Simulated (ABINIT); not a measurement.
# SnTe (Fm-3m) in ABINIT: convergence with tolvrs

Aim: find how far tolvrs must go before the results for SnTe settle, at r2SCAN. This setting moves, with any that are tied to it; all else stays.

Everything below comes from runs of ABINIT 10.8.3 (patched build). Logs are shortened: lines on timing, memory, paths and dates and some standing lists are left out, and cuts for length are marked. The log counts tension as positive stress, the text compression.

### Step 1. The structure

Symmetry: Fm-3m, No. 225, cubic system. The conventional cell has a = 6.302 Å, b = 6.302 Å, c = 6.302 Å, α = 90.00°, β = 90.00°, γ = 90.00°. Te (site symmetry m-3m) has 6 Sn at 3.15 Å as nearest neighbours. Around Sn (site symmetry m-3m) lie 6 Te at 3.15 Å.

### Step 2. With tolvrs 0.01

Contents of run.abi:

```
# Pseudopotentials
pp_dirpath "./"
pseudos "Te.GGA_PBE-JTH.xml, Sn.GGA_PBE-JTH_sp.xml"

# Structure
acell 8.4205719959 8.4205719959 8.4205719959
rprim
     0.0000000000     0.7071067812     0.7071067812
     0.7071067812     0.0000000000     0.7071067812
     0.7071067812     0.7071067812     0.0000000000
ntypat 2
znucl 52 50
natom 2
typat 1 2
xcart
     5.9542435598     5.9542435598     5.9542435598
     0.0000000000     0.0000000000     0.0000000000

# Plane-wave basis
ecut 26.0
pawecutdg 48.0

# k points
kptopt 1
ngkpt 7 7 7
nshiftk 1
shiftk 0.0 0.0 0.0

# Exchange and correlation
ixc -497498
usekden 1
pawxcdev 0

# Bands and occupations
nband 9
occopt 3
tsmear 0.1 eV

# SCF cycle
nstep 100
tolvrs 0.01

# Output
iomode 3
prtwf 0
prtden 0
prteig 0
prtebands 0
```

Potentials or basis: JTH PAW PBE v2.0 sp.

Run with:

```bash
$ abinit run.abi > log 2>&1
```

run.abo:

```text
.Version 10.8.3 of ABINIT
 Symmetries : space group Fm -3 m (#225); Bravais cF (face-center cubic)
================================================================================
 Values of the parameters that define the memory need of the present run
     intxc =       0    ionmov =       0      iscf =      17    lmnmax =      13
     lnmax =       5     mgfft =      40  mpssoang =       3    mqgrid =    3001
     natom =       2  nloc_mem =       2    nspden =       1   nspinor =       1
    nsppol =       1      nsym =      48    n1xccc =       1    ntypat =       2
    occopt =       3   xclevel =       2
       mpw =        2698          nfft =       64000          nkpt =          20
 PAW method is used; the additional fine FFT grid is defined by:
   mgfftf=        54    nfftf =    157464
================================================================================
================================================================================

--------------------------------------------------------------------------------
------------- Echo of variables that govern the present computation ------------
--------------------------------------------------------------------------------
 -outvars: echo values of preprocessed input variables --------
            acell      8.4205719959E+00  8.4205719959E+00  8.4205719959E+00 Bohr
              amu      1.27600000E+02  1.18710000E+02
             ecut      2.60000000E+01 Hartree
              ixc     -497498
         kptrlatt        7    0    0      0    7    0      0    0    7
          kptrlen      5.89440040E+01
            natom           2
            nband           9
            ngfft          40      40      40
          ngfftdg          54      54      54
             nkpt          20
            nstep         100
             nsym          48
           ntypat           2
           occopt           3
        pawecutdg      4.80000000E+01 Hartree
         pawxcdev           0
           prtden           0
        prtebands           0
           prteig           0
          prtkden           1
            prtwf           0
            rprim      0.0000000000E+00  7.0710678120E-01  7.0710678120E-01
                       7.0710678120E-01  0.0000000000E+00  7.0710678120E-01
                       7.0710678120E-01  7.0710678120E-01  0.0000000000E+00
          spgroup         225
           tolvrs      1.00000000E-02
           tsmear      3.67493222E-03 Hartree
            typat      1  2
          usekden           1
           useylm           1
           xangst      3.1508499979E+00  3.1508499979E+00  3.1508499979E+00
                      -4.4296916201E-11 -4.4297156699E-11 -4.4296916201E-11
            xcart      5.9542435598E+00  5.9542435598E+00  5.9542435598E+00
                      -8.3709039843E-11 -8.3709494317E-11 -8.3709039843E-11
             xred      4.9999999999E-01  4.9999999999E-01  4.9999999999E-01
                      -7.0293978971E-12 -7.0293215693E-12 -7.0293978971E-12
            znucl       52.00000   50.00000

================================================================================

 chkinp: Checking input parameters for consistency.

[... 119 lines left out ...]
      -0.000000000007     -0.000000000007     -0.000000000007
 rms dE/dt=  0.0000E+00; max dE/dt=  0.0000E+00; dE/dt below (all hartree)
    1       0.000000000000      0.000000000000      0.000000000000
    2       0.000000000000      0.000000000000      0.000000000000

 cartesian coordinates (angstrom) at end:
    1      3.15084999787454     3.15084999787454     3.15084999787454
    2     -0.00000000004430    -0.00000000004430    -0.00000000004430

 cartesian forces (hartree/bohr) at end:
    1     -0.00000000000000    -0.00000000000000    -0.00000000000000
    2     -0.00000000000000    -0.00000000000000    -0.00000000000000
 frms,max,avg= 0.0000000E+00 0.0000000E+00   0.000E+00  0.000E+00  0.000E+00 h/b

 cartesian forces (eV/Angstrom) at end:
    1     -0.00000000000000    -0.00000000000000    -0.00000000000000
    2     -0.00000000000000    -0.00000000000000    -0.00000000000000
 frms,max,avg= 0.0000000E+00 0.0000000E+00   0.000E+00  0.000E+00  0.000E+00 e/A
 length scales=  8.420571995900  8.420571995900  8.420571995900 bohr
              =  4.455974799975  4.455974799975  4.455974799975 angstroms
 Fermi (or HOMO) energy (hartree) =  -0.09222   Average Vxc (hartree)=  -0.36669
 Eigenvalues (hartree) for nkpt=  20  k points:
 kpt#   1, nband=  9, wtk=  0.00292, kpt=  0.0000  0.0000  0.0000 (reduced coord)
  -0.58919   -0.26737   -0.18343   -0.18343   -0.18343    0.03722    0.03722    0.03722
   0.09131
      occupation numbers for kpt#   1
   2.00000    2.00000    2.00000    2.00000    2.00000    0.00000    0.00000    0.00000
   0.00000
 prteigrs : prtvol=0 or 1, do not print more k-points.

--- !EnergyTerms
iteration_state     : {dtset: 1, }
comment             : Components of total free energy in Hartree
kinetic             :  3.57747555187236E+00
hartree             :  6.68956438418720E-01
xc                  : -8.10596516683445E+00
Ewald energy        : -1.22064206562401E+01
psp_core            :  3.27348762657395E+00
local_psp           : -8.71380330673695E-01
PAW spherical_terms :  4.56935903729366E+01
internal            :  3.20297438360535E+01
'-kT*entropy'       : -1.57017919934308E-04
total_energy        :  3.20295868181335E+01
total_energy_eV     :  8.71569458207413E+02
...

--- !EnergyTermsDC
iteration_state     : {dtset: 1, }
comment             : '"Double-counting" decomposition of free energy'
band_energy         : -3.06794641574207E+00
Ewald energy        : -1.22064206562401E+01
psp_core            :  3.27348762657395E+00
xc_dc               : -3.58867500454152E+00
PAW spherical_terms :  4.76199351608079E+01
internal            :  3.20303807108582E+01
'-kT*entropy'       : -1.57017919934308E-04
total_energy_dc     :  3.20302236929383E+01
total_energy_dc_eV  :  8.71586788453715E+02
...

--- !EnergyTermsWithPAWCore
iteration_state     : {dtset: 1, }
comment             : 'Components of total free energy, including PAW core contributions'
Total energy        : -1.29730434169359E+04
Total energy DC     : -1.29730427800611E+04
Total energy (eV)   : -3.53014495204123E+05
Total energy DC (eV): -3.53014477873877E+05
...

 Cartesian components of stress tensor (hartree/bohr^3)
  sigma(1 1)= -4.18171098E-05  sigma(3 2)=  0.00000000E+00
  sigma(2 2)= -4.18171098E-05  sigma(3 1)=  0.00000000E+00
  sigma(3 3)= -4.18171098E-05  sigma(2 1)=  0.00000000E+00

-Cartesian components of stress tensor (GPa)         [Pressure=  1.2303E+00 GPa]
- sigma(1 1)= -1.23030185E+00  sigma(3 2)=  0.00000000E+00
- sigma(2 2)= -1.23030185E+00  sigma(3 1)=  0.00000000E+00
- sigma(3 3)= -1.23030185E+00  sigma(2 1)=  0.00000000E+00

== END DATASET(S) ==============================================================
================================================================================

 -outvars: echo values of variables after computation  --------
            acell      8.4205719959E+00  8.4205719959E+00  8.4205719959E+00 Bohr
           etotal      3.2030223693E+01
            fcart     -0.0000000000E+00 -0.0000000000E+00 -0.0000000000E+00
                      -0.0000000000E+00 -0.0000000000E+00 -0.0000000000E+00
            rprim      0.0000000000E+00  7.0710678120E-01  7.0710678120E-01
                       7.0710678120E-01  0.0000000000E+00  7.0710678120E-01
                       7.0710678120E-01  7.0710678120E-01  0.0000000000E+00
           strten     -4.1817109784E-05 -4.1817109784E-05 -4.1817109784E-05
                       0.0000000000E+00  0.0000000000E+00  0.0000000000E+00
           xangst      3.1508499979E+00  3.1508499979E+00  3.1508499979E+00
                      -4.4296916201E-11 -4.4297156699E-11 -4.4296916201E-11
             xred      4.9999999999E-01  4.9999999999E-01  4.9999999999E-01
                      -7.0293978971E-12 -7.0293215693E-12 -7.0293978971E-12
 Calculation completed.
```

Run time: 25 s. Hardware: 1 thread of Arm Neoverse V2, shared host; peak memory 0.19 GiB.

Results:

```
Free energy                                           : 871.5868 eV
Pressure                                              : 1.2 GPa
Valence electrons inside the program's atomic spheres : Te 3.12; Sn 2.27
```

### Step 3. With tolvrs 0.001

Edit run.abi of step 2 so:

```diff
@@ -40,3 +40,3 @@
 nstep 100
-tolvrs 0.01
+tolvrs 0.001
```

Potentials or basis: JTH PAW PBE v2.0 sp.

Run with:

```bash
$ abinit run.abi > log 2>&1
```

It took 25 s on 1 thread of Arm Neoverse V2, shared host; peak memory 0.19 GiB.

It converged, with:

```
Free energy                                           : 871.5868 eV
Pressure                                              : 1.2 GPa
Valence electrons inside the program's atomic spheres : Te 3.12; Sn 2.27
```

### Step 4. With tolvrs 0.0001

Edit run.abi of step 3 so:

```diff
@@ -40,3 +40,3 @@
 nstep 100
-tolvrs 0.001
+tolvrs 0.0001
```

Run with:

```bash
$ abinit run.abi > log 2>&1
```

It took 29 s on 1 thread of Arm Neoverse V2, shared host; peak memory 0.19 GiB.

Results (log left out):

```
Free energy                                           : 871.5868 eV
Pressure                                              : 1.3 GPa
Valence electrons inside the program's atomic spheres : Te 3.12; Sn 2.27
```

### Step 5. With tolvrs 1e-05

Edit run.abi of step 4 so:

```diff
@@ -40,3 +40,3 @@
 nstep 100
-tolvrs 0.0001
+tolvrs 1.0e-5
```

Run with:

```bash
$ abinit run.abi > log 2>&1
```

Run time: 34 s. Hardware: 1 thread of Arm Neoverse V2, shared host; peak memory 0.19 GiB.

The run converged. Its results:

```yaml
Free_energy: 871.5868 eV
Pressure: 1.3 GPa
Valence_electrons_inside_the_program's_atomic_spheres: Te 3.12; Sn 2.27
```

### Step 6. With tolvrs 1e-06

Edit run.abi of step 5 so:

```diff
@@ -40,3 +40,3 @@
 nstep 100
-tolvrs 1.0e-5
+tolvrs 1.0e-6
```

Potentials or basis: JTH PAW PBE v2.0 sp.

Run with:

```bash
$ abinit run.abi > log 2>&1
```

It took 38 s on 1 thread of Arm Neoverse V2, shared host; peak memory 0.19 GiB.

The run converged. Its results:

| Property | Result |
| --- | --- |
| Free energy | 871.5868 eV |
| Pressure | 1.3 GPa |
| Valence electrons inside the program's atomic spheres | Te 3.12; Sn 2.27 |

### Step 7. With tolvrs 1e-08

Edit run.abi of step 6 so:

```diff
@@ -40,3 +40,3 @@
 nstep 100
-tolvrs 1.0e-6
+tolvrs 1.0e-8
```

Run with:

```bash
$ abinit run.abi > log 2>&1
```

Run time: 43 s. Hardware: 1 thread of Arm Neoverse V2, shared host; peak memory 0.19 GiB.

Results (log left out):

```
Free energy                                           : 871.5868 eV
Pressure                                              : 1.3 GPa
Valence electrons inside the program's atomic spheres : Te 3.12; Sn 2.27
```

### Step 8. With tolvrs 1e-10

Edit run.abi of step 7 so:

```diff
@@ -40,3 +40,3 @@
 nstep 100
-tolvrs 1.0e-8
+tolvrs 1.0e-10
```

Run with:

```bash
$ abinit run.abi > log 2>&1
```

Wall time 52 s (1 thread of Arm Neoverse V2, shared host); peak memory 0.19 GiB.

It converged, with:

| Property | Result |
| --- | --- |
| Free energy | 871.5868 eV |
| Pressure | 1.3 GPa |
| Valence electrons inside the program's atomic spheres | Te 3.12; Sn 2.27 |

### Step 9. With tolvrs 1e-13

Edit run.abi of step 8 so:

```diff
@@ -40,3 +40,3 @@
 nstep 100
-tolvrs 1.0e-10
+tolvrs 1.0e-13
```

Potentials or basis: JTH PAW PBE v2.0 sp.

Run with:

```bash
$ abinit run.abi > log 2>&1
```

Wall time 62 s (1 thread of Arm Neoverse V2, shared host); peak memory 0.19 GiB.

It converged, with:

```yaml
Free_energy: 871.5868 eV
Pressure: 1.3 GPa
Valence_electrons_inside_the_program's_atomic_spheres: Te 3.12; Sn 2.27
```

### Step 10. Result

```
tolvrs  energy less the tightest run, at zero smearing (meV/atom)  pressure (GPa)  SCF cycles  CPU time (s)  peak memory (GiB)
  0.01                                                       0.02            1.23           4            25               0.19
 0.001                                                       0.02            1.23           4            25               0.19
0.0001                                                       0.00            1.33           5            29               0.19
 1e-05                                                       0.00            1.31           6            34               0.19
 1e-06                                                       0.00            1.30           7            38               0.19
 1e-08                                                       0.00            1.30           8            43               0.19
 1e-10                                                       0.00            1.30          10            52               0.19
 1e-13                                                       0.00            1.30          12            62               0.19
```

Against the tightest run, the energy stays within 1 meV/atom from 0.01 on; the pressure stays within 0.1 GPa from 0.01 on. The tightest run that finished is the yardstick and may itself not be fully converged.

Caveats: totals of a meta-GGA on PAW files have another zero than those of a GGA; the PAW data sets were made with another functional, which shifts forces and pressure a little; this set keeps more shells in the core, which shifts pressures and gaps.
